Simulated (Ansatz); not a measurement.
Si3N4:

```
Si N
1.0
     4.13078    0.00000    0.00000
     0.00000    4.13078    0.00000
     0.00000    0.00000    4.13078
Si N
3 4
Cartesian
  0.0000 0.0000 2.0654
  2.0654 0.0000 0.0000
  0.0000 2.0654 0.0000
  0.9894 0.9894 3.1414
  3.1414 3.1414 3.1414
  0.9894 3.1414 0.9894
  3.1414 0.9894 0.9894
```

The cell was built by a generator and needn't be a form met in nature.

| Property | Result |
| --- | --- |
| Program | Ansatz 0.2.0 |
| Task | relaxation of cell and atoms |
| Functional | r2SCAN |
| Dispersion | rVV10 |
| Potentials or basis | Ansatz PAW |
| Cutoff | 500 eV (not typed: the program's choice for these potentials) |
| k mesh | 7 × 7 × 7 |
| Occupations | fermi-dirac, width 0.05 eV |
| Spin | no spin polarisation |

At the start: volume 10.07 Å³/atom.

Task: How do energy, volume and symmetry change on relaxing?

Result: It ends after 5 steps and the volume is 9.81 Å³/atom (-2.6 %); space group P-43m (No. 215, to 0.05 Å).

The path:
```
step  energy change (eV)  largest force (eV/Å)  volume (Å³)
   1              0.0000                0.2528        70.48
   2             -0.0292                0.2110        69.42
   3             -0.0390                0.0350        68.62
   4             -0.0391                0.0058        68.66
   5             -0.0386                0.0057        68.66
```

Final structure:
```yaml
crystal:
  lattice:
    - [4.09483, 0.00000, 0.00000]
    - [0.00000, 4.09483, 0.00000]
    - [0.00000, 0.00000, 4.09483]
  atoms:
    - { symbol: Si, position: [0.00000, 0.00000, 0.50000] }
    - { symbol: Si, position: [0.50000, 0.00000, 0.00000] }
    - { symbol: Si, position: [0.00000, 0.50000, 0.00000] }
    - { symbol: N, position: [0.23944, 0.23944, 0.76056] }
    - { symbol: N, position: [0.76056, 0.76056, 0.76056] }
    - { symbol: N, position: [0.23944, 0.76056, 0.23944] }
    - { symbol: N, position: [0.76056, 0.23944, 0.23944] }
```

Caveat: the plane-wave basis is chosen anew once the cell has moved, so the energies of steps on either side of that aren't comparable; the PAW data sets come from PBE, with cores solved anew for the run's functional, which leaves a small shift of forces and pressure.
